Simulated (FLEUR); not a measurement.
Input of a FLEUR MaX-R8.1 (later development tree) run:

The input inp.xml:

```xml
<?xml version="1.0" encoding="UTF-8" standalone="no"?>
<fleurInput fleurInputVersion="0.39">
   <comment>
      Sb                                                                                                  
   </comment>
   <calculationSetup>
      <cutoffs Kmax="4.1" Gmax="12.7" GmaxXC="12.7" numbands="0"/>
      <scfLoop itmax="80" minDistance="0.0001" maxIterBroyd="30" imix="Anderson" alpha="0.05" precondParam="0.0" spinf="2.0" sdNocoIR="T"/>
      <coreElectrons ctail="F" frcor="F" kcrel="0" coretail_lmax="0"/>
      <xcFunctional name="LibXC" relativisticCorrections="F">
         <LibXCName exchange="mgga_x_scan" correlation="mgga_c_scan"/>
         <AuxGGA exchange="117" correlation="130"/>
      </xcFunctional>
      <magnetism jspins="1"/>
      <soc l_soc="F" theta="0.0" phi="0.0" spav="F"/>
      <expertModes spex="0" secvar="F"/>
      <geometryOptimization l_f="F" forcealpha="1.0" forcemix="BFGS" epsdisp="0.00001" epsforce="0.00001"/>
      <ldaU l_linMix="F" mixParam="0.05" spinf="1.0"/>
   </calculationSetup>
   <cell>
      <bzIntegration valenceElectrons="21.0" mode="hist" fermiSmearingEnergy="0.00183747">
         <kPointListSelection listName="default-1"/>
         <!-- k-points included here -->
         <xi:include xmlns:xi="http://www.w3.org/2001/XInclude" href="kpts.xml"> </xi:include>
      </bzIntegration>
      <!-- symmetry operations included here -->
      <xi:include xmlns:xi="http://www.w3.org/2001/XInclude" href="sym.xml"> </xi:include>
      <bulkLattice scale="1.0">
         <bravaisMatrix>
            <row-1>    0.0000000000000000     4.4809989408298998     4.4809989408298998</row-1>
            <row-2>    4.4809989408298998     0.0000000000000000     4.4809989408298998</row-2>
            <row-3>    4.4809989408298998     4.4809989408298998     0.0000000000000000</row-3>
         </bravaisMatrix>
      </bulkLattice>
   </cell>
   <atomSpecies>
      <species name="Antimony (Sb)" element="Sb" atomicNumber="51">
         <mtSphere radius="2.66" gridPoints="879" logIncrement="0.015"/>
         <atomicCutoffs lmax="10" lnonsphr="10"/>
         <electronConfig flipSpins="F">
            <coreConfig>(1s1/2) (2s1/2) (2p1/2) (2p3/2) (3s1/2) (3p1/2) (3p3/2) (4s1/2) (3d3/2) (3d5/2)</coreConfig>
            <valenceConfig>(4p1/2) (4p3/2) (5s1/2) (4d3/2) (4d5/2) (5p1/2) (5p3/2)</valenceConfig>
            <stateOccupation state="(5p1/2)" spinUp="0.500000" spinDown="0.500000"/>
            <stateOccupation state="(5p3/2)" spinUp="1.000000" spinDown="1.000000"/>
         </electronConfig>
         <energyParameters s="5" p="5" d="5" f="4"/>
         <lo type="SCLO" l="1" n="4" eDeriv="0"/>
         <lo type="SCLO" l="1" n="4" eDeriv="1"/>
         <lo type="SCLO" l="2" n="4" eDeriv="0"/>
         <lo type="SCLO" l="2" n="4" eDeriv="1"/>
         <lo type="SCLO" l="0" n="5" eDeriv="2"/>
         <lo type="SCLO" l="3" n="4" eDeriv="2"/>
      </species>
   </atomSpecies>
   <atomGroups>
      <atomGroup species="Antimony (Sb)">
         <relPos label="                   1">.0000000000 .0000000000 .0000000000</relPos>
         <force calculate="T" relaxXYZ="TTT"/>
      </atomGroup>
   </atomGroups>
   <output dos="F" band="F" slice="F">
      <checks vchk="F" cdinf="F"/>
      <bandDOS minEnergy="-.5*Htr" maxEnergy="0.5*Htr" sigma="0.015" storeEVData="T"/>
      <vacuumDOS vacdos="F" integ="F" star="F" nstars="0" locx1="0.0" locy1="0.0" locx2="0.0" locy2="0.0" nstm="0" tworkf="0.0"/>
      <unfoldingBand unfoldBand="F" supercellX="1" supercellY="1" supercellZ="1"/>
      <plotting iplot="0" polar="F">
         <plot TwoD="T" vec1="  1.0  0.0  0.0" vec2="  0.0  1.0  0.0" vec3="  0.0  0.0  1.0" zero="  0.0  0.0  0.0" file="plot"/>
      </plotting>
      <chargeDensitySlicing numkpt="0" minEigenval="0.0" maxEigenval="0.0" nnne="0" pallst="F"/>
      <specialOutput eonly="F"/>
      <moessbauerParams electricFieldGradient="T" isomerShift="T" coreHyperfine="T" valenceHyperfine="T"/>
      <magneticCircularDichroism mcd="F" energyLo="-10.0" energyUp="0.0"/>
   </output>
  <!-- We include the file relax.xml here to enable relaxations (see documentation) -->
  <xi:include xmlns:xi="http://www.w3.org/2001/XInclude" href="relax.xml"> <xi:fallback/> </xi:include>
</fleurInput>
```

File crystal.txt:

```
Sb
&input cartesian=F /
0.0000000000  2.3712425216  2.3712425216
2.3712425216  0.0000000000  2.3712425216
2.3712425216  2.3712425216  0.0000000000
1.8897261246
1.0 1.0 1.0

1
51 0.0000000000  0.0000000000  0.0000000000

&kpt div1=10 div2=10 div3=10 gamma=T /
```

The input inp.xml (bands):

```
<?xml version="1.0" encoding="UTF-8" standalone="no"?>
<fleurInput fleurInputVersion="0.39">
   <comment>
      Sb                                                                                                  
   </comment>
   <calculationSetup>
      <cutoffs Kmax="4.1" Gmax="12.7" GmaxXC="12.7" numbands="0"/>
      <scfLoop itmax="80" minDistance="0.0001" maxIterBroyd="30" imix="Anderson" alpha="0.05" precondParam="0.0" spinf="2.0" sdNocoIR="T"/>
      <coreElectrons ctail="F" frcor="F" kcrel="0" coretail_lmax="0"/>
      <xcFunctional name="LibXC" relativisticCorrections="F">
         <LibXCName exchange="mgga_x_scan" correlation="mgga_c_scan"/>
         <AuxGGA exchange="117" correlation="130"/>
      </xcFunctional>
      <magnetism jspins="1"/>
      <soc l_soc="F" theta="0.0" phi="0.0" spav="F"/>
      <expertModes spex="0" secvar="F"/>
      <geometryOptimization l_f="F" forcealpha="1.0" forcemix="BFGS" epsdisp="0.00001" epsforce="0.00001"/>
      <ldaU l_linMix="F" mixParam="0.05" spinf="1.0"/>
   </calculationSetup>
   <cell>
      <bzIntegration valenceElectrons="21.0" mode="hist" fermiSmearingEnergy="0.00183747">
         <kPointListSelection listName="path-1"/>
         <!-- k-points included here -->
         <xi:include xmlns:xi="http://www.w3.org/2001/XInclude" href="kpts.xml"> </xi:include>
      </bzIntegration>
      <!-- symmetry operations included here -->
      <xi:include xmlns:xi="http://www.w3.org/2001/XInclude" href="sym.xml"> </xi:include>
      <bulkLattice scale="1.0">
         <bravaisMatrix>
            <row-1>    0.0000000000000000     4.4809989408298998     4.4809989408298998</row-1>
            <row-2>    4.4809989408298998     0.0000000000000000     4.4809989408298998</row-2>
            <row-3>    4.4809989408298998     4.4809989408298998     0.0000000000000000</row-3>
         </bravaisMatrix>
      </bulkLattice>
   </cell>
   <atomSpecies>
      <species name="Antimony (Sb)" element="Sb" atomicNumber="51">
         <mtSphere radius="2.66" gridPoints="879" logIncrement="0.015"/>
         <atomicCutoffs lmax="10" lnonsphr="10"/>
         <electronConfig flipSpins="F">
            <coreConfig>(1s1/2) (2s1/2) (2p1/2) (2p3/2) (3s1/2) (3p1/2) (3p3/2) (4s1/2) (3d3/2) (3d5/2)</coreConfig>
            <valenceConfig>(4p1/2) (4p3/2) (5s1/2) (4d3/2) (4d5/2) (5p1/2) (5p3/2)</valenceConfig>
            <stateOccupation state="(5p1/2)" spinUp="0.500000" spinDown="0.500000"/>
            <stateOccupation state="(5p3/2)" spinUp="1.000000" spinDown="1.000000"/>
         </electronConfig>
         <energyParameters s="5" p="5" d="5" f="4"/>
         <lo type="SCLO" l="1" n="4" eDeriv="0"/>
         <lo type="SCLO" l="1" n="4" eDeriv="1"/>
         <lo type="SCLO" l="2" n="4" eDeriv="0"/>
         <lo type="SCLO" l="2" n="4" eDeriv="1"/>
         <lo type="SCLO" l="0" n="5" eDeriv="2"/>
         <lo type="SCLO" l="3" n="4" eDeriv="2"/>
      </species>
   </atomSpecies>
   <atomGroups>
      <atomGroup species="Antimony (Sb)">
         <relPos label="                   1">.0000000000 .0000000000 .0000000000</relPos>
         <force calculate="T" relaxXYZ="TTT"/>
      </atomGroup>
   </atomGroups>
   <output dos="F" band="T" slice="F">
      <checks vchk="F" cdinf="F"/>
      <bandDOS minEnergy="-.5*Htr" maxEnergy="0.5*Htr" sigma="0.015" storeEVData="T"/>
      <vacuumDOS vacdos="F" integ="F" star="F" nstars="0" locx1="0.0" locy1="0.0" locx2="0.0" locy2="0.0" nstm="0" tworkf="0.0"/>
      <unfoldingBand unfoldBand="F" supercellX="1" supercellY="1" supercellZ="1"/>
      <plotting iplot="0" polar="F">
         <plot TwoD="T" vec1="  1.0  0.0  0.0" vec2="  0.0  1.0  0.0" vec3="  0.0  0.0  1.0" zero="  0.0  0.0  0.0" file="plot"/>
      </plotting>
      <chargeDensitySlicing numkpt="0" minEigenval="0.0" maxEigenval="0.0" nnne="0" pallst="F"/>
      <specialOutput eonly="F"/>
      <moessbauerParams electricFieldGradient="T" isomerShift="T" coreHyperfine="T" valenceHyperfine="T"/>
      <magneticCircularDichroism mcd="F" energyLo="-10.0" energyUp="0.0"/>
   </output>
  <!-- We include the file relax.xml here to enable relaxations (see documentation) -->
  <xi:include xmlns:xi="http://www.w3.org/2001/XInclude" href="relax.xml"> <xi:fallback/> </xi:include>
</fleurInput>
```

Potentials or basis: all-electron, FLAPW.

The run is started by

```sh
$ inpgen -f crystal.txt -profile fastHighL
$ # inp.xml edited to the form shown
$ fleur_MPI
$ fleur_MPI   # second run, on inp.xml (bands)
```

Estimate the band gap along the path.

none (metal or under the smearing width).

Levels at the corners of the path, in eV from the Fermi level:
```
point  band 6  band 7  band 8  band 9  band 10  band 11  band 12  band 13  band 14  band 15
    Γ  -30.02  -29.97  -29.97  -13.68     5.73     5.73     5.73    11.00    11.09    11.09
    X  -29.93  -29.91  -29.91   -7.82    -5.30     0.38     0.38     4.74     4.98    20.01
    W  -29.99  -29.95  -29.91   -7.58    -3.40    -3.40    -1.53    10.22    11.80    11.80
    K  -29.95  -29.94  -29.93   -7.86    -4.33    -3.17     1.27     5.60    10.82    17.03
    Γ  -30.02  -29.97  -29.97  -13.68     5.73     5.73     5.73    11.00    11.09    11.09
    L  -30.01  -29.93  -29.93   -9.61    -6.19     3.87     3.87     9.04    10.07    10.07
    U  -29.95  -29.94  -29.93   -7.86    -4.33    -3.17     1.27     5.60    10.82    17.03
    W  -29.99  -29.95  -29.91   -7.58    -3.40    -3.40    -1.53    10.22    11.80    11.80
    L  -30.01  -29.93  -29.93   -9.61    -6.19     3.87     3.87     9.04    10.07    10.07
    K  -29.95  -29.94  -29.93   -7.86    -4.33    -3.17     1.27     5.60    10.82    17.03
    U  -29.95  -29.94  -29.93   -7.86    -4.33    -3.17     1.27     5.60    10.82    17.03
    X  -29.93  -29.91  -29.91   -7.82    -5.30     0.38     0.38     4.74     4.98    20.01
```

Caveat: the meta-GGA is that of a development version, with a GGA for the radial functions and cores and without core tails; spin-orbit coupling is left out, which moves the levels of the heavy elements.
